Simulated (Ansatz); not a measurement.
Consider the ligand exchange at a Ga–Se bond: `[Cl][Ga]([Cl])[SeH]` + `CC(C)(C)O` → `CC(C)(C)[O][Ga]([Cl])[Cl]` + H₂Se.

Isolated molecules relaxed with PBE0-D4/def2-TZVP in Ansatz; ΔE leaves out vibrations. CCSD(T)/CBS adds triple-zeta CCSD(T) − MP2 to the extrapolated MP2 energy (def2 sets, frozen cores). Functionals use def2-TZVPP. HSE06 is defined as in plane-wave codes. For Ga, Se outer-core shells are correlated without core-valence functions, which leaves a few kJ/mol of doubt a bond. Scalar relativity is left out up to krypton. Each species was taken in one conformer, which may not be the lowest.

CCSD(T)/CBS gives +11.7 kcal/mol.

(1) Another level gave +12.2 kcal/mol. Which?
A. B97M-V/def2-TZVPP
B. BHLYP-D4/def2-TZVPP
C. HSE06/def2-TZVPP
D. HSE06-D4/def2-TZVPP

Largest T1 diagnostic among the species: 0.012.

Results:

(1) B. BHLYP-D4 12.2, HSE06 15.4, HSE06-D4 13.9, B97M-V 10.7 kcal/mol.

Leaving LDA and LC-ωPBE aside and taking each functional with its dispersion term where it has one, the values, not all of them listed here, spread over 3.6 kcal/mol, from BLYP-D4 to HSE06-D4. LDA lies −2.3 kcal/mol from PBE without D4. From r2SCAN to r2SCAN0 (25 % exact exchange), in def2-TZVPP and without D4, ΔE moves by +1.2 kcal/mol. The D4 term adds −2.4 kcal/mol with B3LYP and −1.5 kcal/mol with PBE0; it sums over pairs of atoms, weighted by their polarisabilities, and B3LYP, whose exchange is more repulsive, gets the larger term.

B3LYP here is the variant with VWN-RPA as its local correlation; programs differ in this.

CCSD(T)/CBS has its own doubt, a few kJ/mol and more with outer-core shells, so smaller differences from it don't rank the levels.
